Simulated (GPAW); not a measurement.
# Se (P3_121) in GPAW: further runs, part 2 of 2

GPAW 26.7.0. Earlier steps stand in the parts before.

### 5 Relaxation of cell and atoms, LDA

run.py reads:

```python
from ase import Atoms
from ase.filters import FrechetCellFilter
from ase.io import write
from ase.optimize import LBFGS
from gpaw import GPAW, PW

atoms = Atoms(['Se', 'Se', 'Se'],
              cell=[[4.3662, 0.0, 0.0],
                    [-2.1831, 3.781240118, 0.0],
                    [0.0, 0.0, 4.9536]],
              scaled_positions=[[0.7746, 0.7746, 0.0],
                                [0.0, 0.2254, 0.6666666667],
                                [0.2254, 0.0, 0.3333333333]],
              pbc=True)

calc = GPAW(mode=PW(600),
            xc='LDA',
            kpts={'size': (7, 7, 6), 'gamma': True},
            occupations={'name': 'fermi-dirac', 'width': 0.05},
            nbands=19,
            convergence={'density': 1e-05, 'forces': 0.0001},
            maxiter=150,
            txt='gpaw.txt')
atoms.calc = calc
opt = LBFGS(FrechetCellFilter(atoms), trajectory='relax.traj', logfile='-')
done = opt.run(fmax=0.01, steps=100)
calc.write('gs.gpw')
write('result.traj', atoms)
print('Converged:', done)
print('Cell:', atoms.cell.cellpar().round(4))
print('Volume:', round(atoms.get_volume(), 4))
print(atoms.get_scaled_positions().round(5))
```

Potentials or basis: the program's PAW data sets (release 1.2.1) made for this functional, pw.

Launch:

```sh
OMP_NUM_THREADS=1 python run.py
```

Wall time 11 min (1 thread of Arm Neoverse V1, shared host); peak memory 0.62 GiB.

Results (log left out):

```yaml
Free_energy: -12.4720 eV
Relaxed_volume: 22.94 Å³/atom
Relaxed_cell: a = 3.938 Å, b = 3.938 Å, c = 5.124 Å, α = 90.00°, β = 90.00°, γ = 120.00°
Space_group_after_relaxing_to_0.05_Å: P3_121 (No. 152)
Energy_gained_by_relaxing: 52.8 meV/atom
Ionic_steps: 11
Pressure_after_relaxing: 0.0 GPa
Largest_force_after_relaxing: 0.003 eV/Å
Band_gap_on_the_k_mesh: 0.81 eV, indirect (least direct gap 1.01 eV)
```

Forces in eV/Å, atoms in the order of the input:
```
Se   0.002  0.003  0.000
Se   0.002 -0.003  0.000
Se  -0.003  0.000  0.000
```

Step by step:
```
step  energy change (eV)  largest force (eV/Å)  pressure (GPa)  volume (Å³)
   1              0.0000                0.2396           -1.23        81.78
   2             -0.0048                0.2158           -1.29        81.54
   3             -0.1088                0.1865           -1.28        72.61
   4             -0.1168                0.1937           -0.27        69.79
   5             -0.1203                0.1702           -0.17        69.83
   6             -0.1422                0.1925            1.29        69.57
   7             -0.1456                0.1354            1.31        68.94
   8             -0.1526                0.0522            0.97        68.40
   9             -0.1579                0.0137            0.25        68.42
  10             -0.1584                0.0132            0.00        68.71
  11             -0.1585                0.0030           -0.01        68.81
```

Final structure:
```yaml
crystal:
  lattice:
    - [3.93761, 0.00000, 0.00000]
    - [-1.96881, 3.41007, 0.00000]
    - [0.00000, 0.00000, 5.12441]
  atoms:
    - { symbol: Se, position: [0.74333, 0.74333, 0.00000] }
    - { symbol: Se, position: [0.00000, 0.25667, 0.66667] }
    - { symbol: Se, position: [0.25667, 0.00000, 0.33333] }
```

Levels at points of the mesh, in eV from the valence-band top:
```
           k point  band 6  band 7  band 8  band 9  band 10  band 11  band 12  band 13
(0.00, 0.00, 0.00)   -3.32   -1.88   -1.88   -0.62     1.41     1.41     2.09     6.31
(0.00, 0.00, 0.50)   -3.08   -1.41   -1.22   -1.22     0.81     0.81     0.82     5.36
```

Caveat: later steps reuse the first step's grids; the volume moved by over 15 % at a fixed basis, so the end points are rough; an odd mesh through Γ misses points on the zone boundary, where band edges often lie; the volume moved by -16 % from the deposited cell, more than functionals usually miss. Zero-point motion and thermal expansion aren't in these numbers.

### 6 Relaxation of cell and atoms, PBEsol

run.py, as its differences from that of step 5:

```diff
@@ -3,4 +3,6 @@
 from ase.io import write
-from ase.optimize import LBFGS
-from gpaw import GPAW, PW
+from ase.optimize import BFGS
+from gpaw import GPAW, PW, setup_paths
+
+setup_paths.insert(0, '.')
 
@@ -16,3 +18,3 @@
 calc = GPAW(mode=PW(600),
-            xc='LDA',
+            xc='PBEsol',
             kpts={'size': (7, 7, 6), 'gamma': True},
@@ -24,4 +26,4 @@
 atoms.calc = calc
-opt = LBFGS(FrechetCellFilter(atoms), trajectory='relax.traj', logfile='-')
-done = opt.run(fmax=0.01, steps=100)
+opt = BFGS(FrechetCellFilter(atoms), trajectory='relax.traj', logfile='-')
+done = opt.run(fmax=0.02, steps=100)
 calc.write('gs.gpw')
```

Potentials or basis: PAW data sets generated in the run's folder for this functional, pw.

Launch:

```sh
gpaw-setup -f PBEsol Se
OMP_NUM_THREADS=1 python run.py
```

Wall time 14 min (1 thread of Arm Neoverse V1, shared host); peak memory 0.48 GiB.

Results (log left out):

| Quantity | Value |
| --- | --- |
| Free energy | -11.5165 eV |
| Relaxed volume | 24.00 Å³/atom |
| Relaxed cell | a = 4.026 Å, b = 4.026 Å, c = 5.129 Å, α = 90.00°, β = 90.00°, γ = 120.00° |
| Space group after relaxing (to 0.05 Å) | P3_121 (No. 152) |
| Energy gained by relaxing | 25.5 meV/atom |
| Ionic steps | 14 |
| Pressure after relaxing | -0.1 GPa |
| Largest force after relaxing | 0.012 eV/Å |
| Band gap on the k mesh | 0.89 eV, indirect (least direct gap 1.11 eV) |

Forces on the atoms (eV/Å):
```
Se   0.006  0.010  0.000
Se   0.006 -0.010  0.000
Se  -0.012  0.000  0.000
```

Step by step:
```tsv
step	energy change (eV)	largest force (eV/Å)	pressure (GPa)	volume (Å³)
1	0.0000	0.3101	0.21	81.78
2	-0.0042	0.2328	-0.11	81.82
3	-0.0120	0.0092	-1.06	81.75
4	-0.0146	0.0440	-1.27	81.49
5	-0.0273	0.1950	-1.82	79.65
6	-0.0473	0.2940	-1.84	75.79
7	-0.0576	0.2738	-0.77	71.74
8	-0.0629	0.2145	-0.59	72.26
9	-0.0695	0.0179	0.55	72.41
10	-0.0703	0.0170	0.44	72.14
11	-0.0718	0.0470	0.29	71.87
12	-0.0746	0.0684	0.02	71.63
13	-0.0759	0.0475	-0.09	71.76
14	-0.0764	0.0120	-0.05	71.99
```

Final structure:
```cif
data_structure
_symmetry_space_group_name_H-M 'P 1'
_symmetry_Int_Tables_number 1
_cell_length_a 4.0257
_cell_length_b 4.0257
_cell_length_c 5.1293
_cell_angle_alpha 90.000
_cell_angle_beta 90.000
_cell_angle_gamma 120.000
_cell_volume 71.99
loop_
_atom_site_label
_atom_site_type_symbol
_atom_site_fract_x
_atom_site_fract_y
_atom_site_fract_z
_atom_site_occupancy
Se1 Se 0.74988 0.74988 0.00000 1
Se2 Se 0.00000 0.25012 0.66667 1
Se3 Se 0.25012 0.00000 0.33333 1
```

Levels at points of the mesh, in eV from the valence-band top:
| k point | band 5 | band 6 | band 7 | band 8 | band 9 | band 10 | band 11 | band 12 | band 13 | band 14 |
| --- | --- | --- | --- | --- | --- | --- | --- | --- | --- | --- |
| (0.00, 0.00, 0.00) | -3.41 | -3.41 | -1.87 | -1.87 | -0.54 | 1.44 | 1.44 | 2.06 | 6.30 | 6.30 |
| (0.00, 0.00, 0.50) | -3.09 | -3.09 | -1.38 | -1.31 | -1.31 | 0.89 | 0.89 | 0.89 | 5.52 | 6.96 |

Caveat: later steps reuse the first step's grids; an odd mesh through Γ misses points on the zone boundary, where band edges often lie; the volume moved by -12 % from the deposited cell, more than functionals usually miss.

### 7 Overview

```csv
task,level,potentials or basis,cell,smearing,optimizer,fmax,max steps,convergence,gap on the mesh (eV),pressure (GPa),relaxed volume (Å³/atom),largest force (eV/Å)
electron localisation function,LDA,"the program's PAW data sets (release 1.2.1) made for this functional, pw",cell strained at random at fixed volume,fermi-dirac 0.1 eV,-,-,-,-,0.99,-1.0,-,0.32
single point,PBE,"GPAW PAW data sets (gpaw-data 1.2.1), pw",as given,gaussian 0.011 eV,-,-,-,-,1.21,2.8,-,0.42
relaxation of cell and atoms,PBE,"GPAW PAW data sets (gpaw-data 1.2.1), pw",relaxed,fermi-dirac 0.05 eV,BFGS,0.01 eV/Å,40,density=1e-05 forces=0.0001,1.18,0.0,29.65,-
relaxation of cell and atoms,LDA,"the program's PAW data sets (release 1.2.1) made for this functional, pw",relaxed,fermi-dirac 0.05 eV,LBFGS,0.01 eV/Å,100,density=1e-05 forces=0.0001,0.81,0.0,22.94,-
relaxation of cell and atoms,PBEsol,"PAW data sets generated in the run's folder for this functional, pw",relaxed,fermi-dirac 0.05 eV,BFGS,0.02 eV/Å,100,density=1e-05 forces=0.0001,0.89,-0.1,24.00,0.01
```

Alike in all rows: no spin polarisation; k mesh 7 × 7 × 6; cutoff (eV) 600.

Caveats: an odd mesh through Γ misses points on the zone boundary, where band edges often lie; later steps reuse the first step's grids (some runs); the volume moved by over 15 % at a fixed basis, so the end points are rough (some runs); the volume moved by -16 % from the deposited cell, more than functionals usually miss (some runs); the volume moved by -12 % from the deposited cell, more than functionals usually miss (some runs).

Total energies depend on the potentials used, so only differences within one code and one set of settings carry meaning.
